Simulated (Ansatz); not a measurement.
# Band structure of BeTe

```
Be Te
1.0
     0.00000    2.83227    2.83227
     2.83227    0.00000    2.83227
     2.83227    2.83227    0.00000
Be Te
1 1
Direct
  0.00000 0.00000 0.00000
  0.25000 0.25000 0.25000
```

Atoms are numbered in the order listed.

The cell was built from the zincblende type and relaxed in the same program, and has space group F-43m; it needn't be a known or the stable phase.

All numbers below come from DFT, PBE, all-electron LAPW, Dirac equation with spin-orbit coupling (Ansatz 0.2.0).

Settings: a Γ-centred 11×11×11 k mesh, Fermi–Dirac smearing of 0.08 eV, basis error target 0.5 meV/atom, no spin polarisation.

Points in fractions of the reciprocal vectors of this cell: Γ (0, 0, 0), X (-0.5, -0.5, 0), U (-0.375, -0.375, 0.25), K (-0.375, 0, 0.375), L (0, 0, 0.5), W (-0.5, -0.25, 0.25). The path joins them by straight lines in the order Γ–X–U–K–Γ–L–W–X; legs that retrace an earlier one aren't tabulated. Energies are in eV from the top of the valence band.

Q: Is there a gap, and where are the band edges?

A: 1.74 eV, indirect from Γ to X (-0.5, -0.5, 0).

Q: List the levels between -14 and 3 eV at the symmetry points.

A: 
Γ: -12.46 (×2), -0.94 (×2), 0.00 (×4)
X: -10.69 (×2), -5.34 (×2), -3.07 (×2), -2.67 (×2), 1.74 (×2), 2.41 (×2)
U: -10.71 (×2), -5.11, -4.89, -4.23, -3.94, -2.46, -2.44, 2.44, 2.47
K: -10.71 (×2), -5.11, -4.89, -4.23, -3.94, -2.46, -2.44, 2.44, 2.47
L: -11.16 (×2), -5.74 (×2), -1.66 (×2), -1.15 (×2), 2.75 (×2)
W: -10.66 (×2), -4.98, -4.66, -4.17, -3.71, -3.39, -3.33
